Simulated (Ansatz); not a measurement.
Run on Pt (diamond type): DFT, PBE, all-electron LAPW, scalar-relativistic (Ansatz 0.2.0). This run: volume at 0.52 of the series' base cell.

The cell comes from a relaxation on PAW files under the same functional, begun from a prototype that needn't be the stable phase.

Command: `ansatz run input.yaml --threads 1 --pin off --max-ram 2048MiB --backend cpu --events-out ev --progress --plain --runs-dir out` It took 51 s on 1 thread of Intel(R) Xeon(R) 6975P-C (Granite Rapids), on a shared host, peak memory 0.84 GiB.

```yaml
crystal:
  lattice:
    - [0.0, 2.3221762087, 2.3221762087]
    - [2.3221762087, 0.0, 2.3221762087]
    - [2.3221762087, 2.3221762087, 0.0]
  atoms:
    - { symbol: Pt, position: [-0.125, -0.125, -0.125] }
    - { symbol: Pt, position: [0.125, 0.125, 0.125] }
kpoints:
  mp_grid: { grid: [14, 14, 14] }
  band_path:
    path:
      - [0.0, 0.0, 0.0]
      - [0.5, 0.0, 0.5]
      - [0.625, 0.25, 0.625]
      - [0.375, 0.375, 0.75]
      - [0.0, 0.0, 0.0]
      - [0.5, 0.5, 0.5]
      - [0.5, 0.25, 0.75]
      - [0.5, 0.0, 0.5]
    npoints: 8
scf:
  occupations: { method: fermi_dirac, width: 0.05 }
hamiltonian:
  xc: pbe
  pseudopotentials: { kind: all_electron, lapw: { basis_error: 0.001 } }
output:
  forces: true
  stress: true
  eigenvalues: true
  populations: true
  dos: { projected: true, de: 0.2, e_range: [-14, 8] }
```

Output:

```
Pt: projections on atomic orbitals take those of the free atom 1s2 2s2 2p6 3s2 3p6 3d10 4s2 4p6 4d10 4f14 5s2 5p6 5d9 6s1, of charge +0.00 (hamiltonian.pseudopotentials.projection_atoms)
LAPW: plane waves up to 12.553 Å⁻¹, error target 1.0e-3 eV per atom; small_component_spin mean_spin; Pt in spheres of 1.006 Å, 50 of its electrons in bands, Dirac shells [] (how accurate: hamiltonian.pseudopotentials.lapw.basis_error, Limitations)
Engine: ansatz 0.2.0
Pseudopotentials: kind: all_electron
Pseudopotential: Pt, LAPW, valence charge 50, lapw/all_electron/scalar/gaussian/Pt, Koelling and Harmon's equation, gaussian nucleus
Functional definition: PBE
  parameter kappa = 0.804
  parameter beta = 0.06672455060314922
  exchange = pbe_x(kappa = kappa, mu = beta*pi^2/3)
  correlation = pbe_c(beta = beta)
Crystal: 2 atoms, lattice volume = 25.045 Å³
Basis set: ecut = 600.4139013232193 eV, 869 PW (Γ), exchange–correlation at level 2
Bands: 60, of which v1, the nominal top of the filled ones, is band 50 counted from 1 (49 counted from 0)
Symmetry: 48 space group operations
Space group: Fd-3m (ITA 227), of the structure as read, at distance tolerance 2.9e-5 Å
k-points: 104 of 2744
Non-local potential: Pt, projectors of the file, none
Initial density: superposition of atomic densities (chi_scale 0.1, normalization cell)
Initial wavefunctions: plane waves of lowest kinetic energy (no species holds an atomic orbital)
Functional: x = pbe(κ = 0.804, μ = 0.2195149727645171), c = pbe(β = 0.06672455060314922)
iter 1 solved again at ethr=5.03e-4 eV; its pass at ethr=1.00e-1 eV (dr2=5.03e-1 eV) is discarded
SCF iter   1: F=—  HF=-1001897.610425 eV  |F-HF|=—  |Δ(HF+E_count)|=         —  Δρ=5.48e-2  dr2=5.03e-1  ethr=5.03e-4  ⟨swp⟩=2.1  Hψ=38816  notcnv=0
preconditioner: auto → LDOS  [metal: Δε(μ)=0.036 eV  Ē_g=20.233 eV  σ=0.050 eV  W_gap=0.18  n_scr=14 (ndim 8)  ℏωp=33.2 eV  f_vac=0.170  D(μ)=1.28/eV (n_scr^D=14)  β→1.0]
iter 2 solved again at ethr=1.61e-6 eV; its pass at ethr=5.03e-4 eV (dr2=1.61e-3 eV) is discarded
SCF iter   2: F=—  HF=-1001897.403539 eV  |F-HF|=—  |Δ(HF+E_count)|=   2.07e-1  Δρ=5.07e-3  dr2=1.61e-3  ethr=1.61e-6  ⟨swp⟩=2.0  Hψ=31666  notcnv=0
SCF iter   3: F=—  HF=-1001897.411403 eV  |F-HF|=—  |Δ(HF+E_count)|=         —  Δρ=1.61e-3  dr2=4.95e-4  ethr=1.61e-6  ⟨swp⟩=3.0  Hψ=19923  notcnv=0
the basis was enlarged: its passes take 221.3 KiB over the memory plan, 1 of 1 planned eigensolver slots
SCF iter   4: F=—  HF=-1001897.402879 eV  |F-HF|=—  |Δ(HF+E_count)|=   8.52e-3  Δρ=2.95e-4  dr2=1.14e-5  ethr=4.95e-7  ⟨swp⟩=2.1  Hψ=17932  notcnv=0
SCF iter   5: F=—  HF=-1001897.402625 eV  |F-HF|=—  |Δ(HF+E_count)|=   2.54e-4  Δρ=7.19e-5  dr2=3.13e-7  ethr=1.14e-8  ⟨swp⟩=2.6  Hψ=17985  notcnv=0
SCF iter   6: F=-1001897.402626 eV  HF=-1001897.402626 eV  |F-HF|=1.49e-8  |Δ(HF+E_count)|=   1.34e-6  Δρ=8.94e-6  dr2=5.99e-9  ethr=3.13e-10  ⟨swp⟩=3.0  Hψ=18999  notcnv=0
SCF 1 converged in 6 iterations: F = -1001897.402626 eV  dr2 = 5.99e-9
NSCF: frozen V_eff on 57 k-points
SCF converged after 6 iterations
Free energy (F): -1001897.402626 eV
Harris-Foulkes:  -1001897.402626 eV  (|F-HF|=1.49e-8)
Internal energy: -1001897.391892 eV  (E = F + TS)
E sigma→0 (E₀):  -1001897.397259 eV
Entropy (-TS):   -0.010734 eV (-5.367 meV/atom)
Fermi energy:    37.880972 eV
--- Per-component energies (eV) ---
  E_band       = -14515.738718
  E_kinetic    = 1137955.380418
  E_xc         = -19408.616086
  E_electrostatic = -2120444.156224  (all electrons and nuclei)
  E_smearing   = -0.010734  (= −TS)
  E_closure    = 0.000000  (closes the sum)
  E_atoms      = -1001902.435662  (free atoms, spherical and without spin; not in F)
  Σ components = -1001897.402626   (vs F -1001897.402626, Δ=0.00e0)
  Basis errors (estimates in eV, not in F): energy 4.2e-4 per atom: plane waves 3.8e-4 (2.3e-4 summed), levels above the bands 2.9e-183, relativity 6.6e-8, radial functions 3.9e-5, core shells 1.7e-10; eigenvalues (radial functions only) 1.8e-6; not estimated: angular momenta, meshes, grids; target (lapw.basis_error) 1.0e-3; muffin-tin radii Pt 1.006 Å
--- Forces (eV/Å), atoms counted from 1 ---
  atom   1  Pt    -0.00000000    -0.00000000     0.00000000
  atom   2  Pt    -0.00000000     0.00000000     0.00000000
  max |Σ_I F_I| component: 1.20e-16 eV/Å
--- Stress (GPa, compression-positive) ---
      394.387896      -0.000000      -0.000000
       -0.000000     394.387896      -0.000000
       -0.000000      -0.000000     394.387896
  P = ⅓ Tr σ = 394.3879 GPa (3943.879 kbar)
--- Band table (eV; the first three rows and the last of 104) ---
  k-point 0: bands = ["-655.8876", "-655.8876", "-480.7281", "-480.7281", "-480.7281", "-480.7281", "-480.7281", "-480.7281", "-268.0449", "-268.0449", "-268.0449", "-268.0442", "-268.0442", "-268.0442", "-268.0324", "-268.0324", "-268.0321", "-268.0321", "-64.5313", "-63.2836", "-31.9212", "-31.8765", "-31.8765", "-31.8765", "-31.8562", "-31.8562", "-31.8562", "-31.8192", "-31.8192", "-31.8192", "-31.8120", "-31.8120", "-31.8120", "-31.8008", "-19.7716", "-19.7716", "-19.7716", "-17.2896", "-17.2896", "-17.2896", "24.5383", "26.5050", "26.5050", "28.3255", "28.3255", "28.3255", "33.3720", "33.3720", "33.3720", "38.2825", "38.2825", "49.1915", "50.2421", "50.2421", "50.2421", "50.7219", "57.4095", "57.4095", "57.4095", "58.6874"]
  k-point 1: bands = ["-655.8876", "-655.8876", "-480.7281", "-480.7281", "-480.7281", "-480.7281", "-480.7281", "-480.7281", "-268.0449", "-268.0449", "-268.0449", "-268.0443", "-268.0442", "-268.0442", "-268.0324", "-268.0324", "-268.0321", "-268.0321", "-64.5201", "-63.2958", "-31.9206", "-31.8765", "-31.8762", "-31.8762", "-31.8566", "-31.8557", "-31.8557", "-31.8205", "-31.8205", "-31.8191", "-31.8120", "-31.8115", "-31.8115", "-31.8012", "-19.7870", "-19.7870", "-19.7691", "-17.2899", "-17.2717", "-17.2717", "24.6924", "26.4373", "26.4373", "28.2905", "28.4521", "28.4521", "33.1715", "33.3269", "33.3269", "38.2652", "38.2652", "48.4525", "50.3147", "50.3147", "50.9287", "51.3790", "55.2342", "56.5342", "56.5342", "59.1823"]
  k-point 2: bands = ["-655.8876", "-655.8876", "-480.7281", "-480.7281", "-480.7281", "-480.7281", "-480.7281", "-480.7281", "-268.0449", "-268.0449", "-268.0449", "-268.0443", "-268.0442", "-268.0442", "-268.0323", "-268.0323", "-268.0321", "-268.0321", "-64.4873", "-63.3313", "-31.9188", "-31.8764", "-31.8753", "-31.8753", "-31.8579", "-31.8545", "-31.8545", "-31.8234", "-31.8234", "-31.8190", "-31.8121", "-31.8108", "-31.8108", "-31.8024", "-19.8290", "-19.8290", "-19.7626", "-17.2902", "-17.2227", "-17.2227", "25.1299", "26.3154", "26.3154", "28.2005", "28.7082", "28.7082", "32.6653", "33.2464", "33.2464", "38.2047", "38.2047", "47.6966", "50.5326", "50.5326", "50.6822", "52.6628", "53.9579", "55.1755", "55.1755", "59.5898"]
  k-point 103: bands = ["-655.8876", "-655.8876", "-480.7281", "-480.7281", "-480.7281", "-480.7281", "-480.7281", "-480.7281", "-268.0450", "-268.0450", "-268.0446", "-268.0446", "-268.0442", "-268.0442", "-268.0322", "-268.0322", "-268.0322", "-268.0322", "-63.9207", "-63.9207", "-31.8891", "-31.8891", "-31.8623", "-31.8623", "-31.8614", "-31.8614", "-31.8420", "-31.8420", "-31.8327", "-31.8327", "-31.8148", "-31.8148", "-31.8081", "-31.8081", "-20.3379", "-20.3379", "-18.5144", "-18.5144", "-16.6387", "-16.6387", "25.2509", "25.2509", "28.4126", "28.4126", "30.7545", "30.7545", "31.4151", "31.4151", "38.4026", "38.4026", "39.2264", "39.2264", "40.3957", "40.3957", "54.2188", "54.2188", "56.8961", "56.8961", "60.4177", "60.4177"]
--- Löwdin populations: 2 sites ---
  site symbol       q [e]
     0     Pt     77.8071
     1     Pt     77.8071
  spilling = 0.002473 (of n_electrons = 156.000000)
```

populations.tsv:

```
# site	symbol	l	j	q
# orbitals = lowdin
# n_electrons = 156.000000
# spilling = 0.002473
# projection_atom_Pt: 1s2 2s2 2p6 3s2 3p6 3d10 4s2 4p6 4d10 4f14 5s2 5p6 5d9 6s1
0	Pt	0_1S	-	1.999999
0	Pt	0_2S	-	1.999971
0	Pt	0_3S	-	1.999633
0	Pt	0_4S	-	1.996425
0	Pt	0_5S	-	1.954685
0	Pt	0_6S	-	1.120688
0	Pt	1_2P	-	6.000000
0	Pt	1_3P	-	5.999997
0	Pt	1_4P	-	5.999854
0	Pt	1_5P	-	5.987966
0	Pt	2_3D	-	10.000000
0	Pt	2_4D	-	9.999941
0	Pt	2_5D	-	8.748110
0	Pt	3_4F	-	13.999851
1	Pt	0_1S	-	1.999999
1	Pt	0_2S	-	1.999971
1	Pt	0_3S	-	1.999633
1	Pt	0_4S	-	1.996425
1	Pt	0_5S	-	1.954685
1	Pt	0_6S	-	1.120688
1	Pt	1_2P	-	6.000000
1	Pt	1_3P	-	5.999997
1	Pt	1_4P	-	5.999854
1	Pt	1_5P	-	5.987966
1	Pt	2_3D	-	10.000000
1	Pt	2_4D	-	9.999941
1	Pt	2_5D	-	8.748110
1	Pt	3_4F	-	13.999851
```

Next run (volume at 0.45 of the series' base cell), as changes to the input before:

```diff
   lattice:
-    - [0.0, 2.3221762087, 2.3221762087]
-    - [2.3221762087, 0.0, 2.3221762087]
-    - [2.3221762087, 2.3221762087, 0.0]
+    - [0.0, 2.2129158258, 2.2129158258]
+    - [2.2129158258, 0.0, 2.2129158258]
+    - [2.2129158258, 2.2129158258, 0.0]
   atoms:
```

Command: `ansatz run input.yaml --threads 1 --pin off --max-ram 2048MiB --backend cpu --events-out ev --progress --plain --runs-dir out` It took 53 s on 1 thread of Intel(R) Xeon(R) 6975P-C (Granite Rapids) (shared host), peak memory 0.87 GiB.

Results part of the output:

```
SCF 1 converged in 6 iterations: F = -1001886.458404 eV  dr2 = 5.83e-9
NSCF: frozen V_eff on 57 k-points
SCF converged after 6 iterations
Free energy (F): -1001886.458404 eV
Harris-Foulkes:  -1001886.458404 eV  (|F-HF|=7.03e-8)
Internal energy: -1001886.450937 eV  (E = F + TS)
E sigma→0 (E₀):  -1001886.454671 eV
Entropy (-TS):   -0.007466 eV (-3.733 meV/atom)
Fermi energy:    44.902193 eV
--- Per-component energies (eV) ---
  E_band       = -13921.546859
  E_kinetic    = 1138034.888129
  E_xc         = -19418.320569
  E_electrostatic = -2120503.018498  (all electrons and nuclei)
  E_smearing   = -0.007466  (= −TS)
  E_closure    = 0.000000  (closes the sum)
[... lines left out ...]
  max |Σ_I F_I| component: 5.55e-17 eV/Å
--- Stress (GPa, compression-positive) ---
      673.118371      -0.000000       0.000000
       -0.000000     673.118371      -0.000000
        0.000000      -0.000000     673.118371
  P = ⅓ Tr σ = 673.1184 GPa (6731.184 kbar)
--- Band table (eV; the first three rows and the last of 104) ---
  k-point 0: bands = ["-649.7398", "-649.7398", "-474.5882", "-474.5882", "-474.5882", "-474.5881", "-474.5881", "-474.5881", "-261.9166", "-261.9166", "-261.9166", "-261.9150", "-261.9150", "-261.9150", "-261.9018", "-261.9018", "-261.9012", "-261.9012", "-59.1558", "-57.1085", "-25.8697", "-25.8061", "-25.8061", "-25.8061", "-25.7781", "-25.7781", "-25.7781", "-25.7140", "-25.7140", "-25.7140", "-25.6962", "-25.6962", "-25.6962", "-25.6743", "-14.7122", "-14.7122", "-14.7122", "-11.2141", "-11.2141", "-11.2141", "29.7459", "31.1249", "31.1249", "33.8031", "33.8031", "33.8031", "39.6958", "39.6958", "39.6958", "45.5576", "45.5576", "55.6438", "56.7189", "56.7189", "56.7189", "58.6702", "66.7125", "66.7125", "66.7125", "68.7488"]
  k-point 1: bands = ["-649.7398", "-649.7398", "-474.5882", "-474.5882", "-474.5882", "-474.5881", "-474.5881", "-474.5881", "-261.9166", "-261.9166", "-261.9166", "-261.9150", "-261.9150", "-261.9150", "-261.9018", "-261.9018", "-261.9012", "-261.9012", "-59.1378", "-57.1291", "-25.8688", "-25.8060", "-25.8057", "-25.8057", "-25.7787", "-25.7771", "-25.7771", "-25.7157", "-25.7157", "-25.7139", "-25.6962", "-25.6959", "-25.6959", "-25.6753", "-14.7347", "-14.7347", "-14.7088", "-11.2100", "-11.1862", "-11.1862", "29.9268", "31.0553", "31.0553", "33.7515", "33.9433", "33.9433", "39.4206", "39.6281", "39.6281", "45.5318", "45.5318", "54.8513", "56.7975", "56.7975", "57.9645", "59.0512", "64.3996", "65.8623", "65.8623", "68.7564"]
  k-point 2: bands = ["-649.7398", "-649.7398", "-474.5882", "-474.5882", "-474.5882", "-474.5881", "-474.5881", "-474.5881", "-261.9166", "-261.9166", "-261.9166", "-261.9151", "-261.9150", "-261.9150", "-261.9017", "-261.9017", "-261.9012", "-261.9012", "-59.0854", "-57.1888", "-25.8663", "-25.8059", "-25.8044", "-25.8044", "-25.7803", "-25.7746", "-25.7746", "-25.7199", "-25.7199", "-25.7137", "-25.6964", "-25.6955", "-25.6955", "-25.6779", "-14.7961", "-14.7961", "-14.7005", "-11.1972", "-11.1101", "-11.1101", "30.4333", "30.9266", "30.9266", "33.6230", "34.2280", "34.2280", "38.7324", "39.4992", "39.4992", "45.4464", "45.4464", "54.1538", "57.0499", "57.0499", "59.0946", "59.8806", "62.2805", "64.3540", "64.3540", "68.8315"]
  k-point 103: bands = ["-649.7398", "-649.7398", "-474.5882", "-474.5882", "-474.5882", "-474.5882", "-474.5881", "-474.5881", "-261.9168", "-261.9168", "-261.9158", "-261.9158", "-261.9149", "-261.9149", "-261.9015", "-261.9015", "-261.9015", "-261.9015", "-58.1669", "-58.1669", "-25.8247", "-25.8247", "-25.7845", "-25.7845", "-25.7813", "-25.7813", "-25.7503", "-25.7503", "-25.7330", "-25.7330", "-25.7056", "-25.7056", "-25.6920", "-25.6920", "-15.5388", "-15.5388", "-12.8948", "-12.8948", "-10.2017", "-10.2017", "29.6541", "29.6541", "33.6510", "33.6510", "36.5049", "36.5049", "37.5270", "37.5270", "45.3951", "45.3951", "46.1971", "46.1971", "47.4232", "47.4232", "62.2855", "62.2855", "64.7694", "64.7694", "68.0036", "68.0036"]
--- Löwdin populations: 2 sites ---
  site symbol       q [e]
     0     Pt     77.7854
     1     Pt     77.7854
  spilling = 0.002751 (of n_electrons = 156.000000)
```

Spin–orbit coupling is left out, which matters for the heavy atoms.
